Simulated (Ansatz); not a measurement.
NiSb: pressure against volume

NiSb, P6_3/mmc, a = 3.976 Å, c = 5.157 Å. The structure is a COD entry; whether it is the stable form wasn't checked. Ansatz: PBE, PAW, 420 eV, Γ-centred 12×12×8 mesh on 4 atoms, Gaussian smearing 0.10 eV; no spin polarisation. Shape and atoms are relaxed at each volume; pressure is positive in compression.

| V (Å³/atom) | P (GPa) |
| --- | --- |
| 16.588 | ? |
| 17.118 | 3.68 |
| 17.647 | -0.01 |
| 18.177 | -3.09 |
| 18.706 | -5.65 |

**Question.** Take V0 = 17.647 Å³/atom, count pressures from its P0 = -0.01 GPa, fit the third-order Birch–Murnaghan form to the other rows, and predict the missing pressure.

**Answer.** With the Eulerian strain f = ½[(V0/V)^(2/3) − 1] and y = (P − P0)/[3f(1 + 2f)^(5/2)], the form is the line y = B0 + 1.5 B0 (B0′ − 4) f. Rows (f, y): 0.01025, 114.1; -0.00977, 110.4; -0.01905, 108.8. Means f = -0.006190, y = 111.10; Σ(Δf)² = 0.0004485, ΣΔfΔy = 0.08140; the slope is their ratio. y = 112.2 + 181.5 f GPa, so B0 = 112.2 GPa and B0′ = 4 + 2 × (181.5)/(3 × 112.2) = 5.08. At V = 16.588, f = 0.02106, y = 116.02 and P = 8.12 GPa. The run gave 8.11 GPa, so the fit is 0.01 GPa too high, a small miss on the scale of the series. The form still works here, 33 % of the fitted range beyond its end.